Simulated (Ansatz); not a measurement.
**How far is PAW off for TaN?**

```
CELL_PARAMETERS angstrom
5.18500 0.07777 0.07777
-2.52514 4.45145 0.02847
0.04362 0.04362 2.90800
ATOMIC_POSITIONS crystal
Ta 0.00000 0.00000 0.00000
Ta 0.33333 0.66667 0.50000
Ta 0.66667 0.33333 0.50000
N 0.50000 0.00000 0.00000
N 0.50000 0.50000 0.00000
N 0.00000 0.50000 0.00000
```

Atom numbers follow the list: Ta1, Ta2, Ta3, N4, N5, N6.

The geometry is COD entry 1539256, unchecked; take it as a test cell. The listed cell was then made from it by scaling, straining or moving an atom.

Spin–orbit coupling is left out, though it moves levels of the heavy atoms by tenths of an eV or more.

All numbers are computed: DFT, PBE, PAW with Ansatz's default frozen-core files, scalar-relativistic (Ansatz 0.2.0); DFT, PBE, all-electron PAW with datasets made for the crystal, scalar-relativistic (Ansatz 0.2.0); DFT, PBE, all-electron LAPW, scalar-relativistic (Ansatz 0.2.0).

For PAW: a Γ-centred 5×5×8 k mesh, Fermi–Dirac smearing of 0.03 eV, cutoff 420 eV, no spin polarisation; the mesh is coarse along some axis. The crystal-made all-electron datasets (AE datasets) take a cutoff of 520 eV at this cell. LAPW targets a basis error of 0.5 meV/atom. The Ansatz runs share mesh, smearing and spin set-up. Plane-wave (PAW) pressures include the program's estimate of the Pulay term.

Stress and pressure are positive in compression.

The change that made this cell: equal xy, yz and zx engineering shear strains of +3 %.

Spin–orbit coupling is left out, which moves gradients at and beside heavy atoms by some per cent and at worst by a factor of two.

In a metal, gradients converge slowly with the k mesh: the values move by tens of per cent from one mesh to another, at times in sign, so only the comparison on one mesh counts.

```
                             quantity     PAW  AE datasets    LAPW
                       pressure (GPa)   11.24        11.27   11.27
                      stress xx (GPa)   10.68        10.74   10.74
                      stress yy (GPa)   11.08        11.14   11.14
                      stress zz (GPa)   11.96        11.94   11.94
                      stress yz (GPa)   -6.11        -6.06   -6.06
                      stress xz (GPa)   -6.12        -6.07   -6.07
                      stress xy (GPa)   -3.54        -3.53   -3.53
               force on Ta2, x (eV/Å)  -0.346       -0.345  -0.344
field gradient Vzz at Ta1 (10²¹ V/m²)  -46.02       -45.94       –
field gradient Vzz at Ta2 (10²¹ V/m²)  -40.19       -37.44       –
```

PAW's pressure differs from the LAPW value by -0.03 GPa.
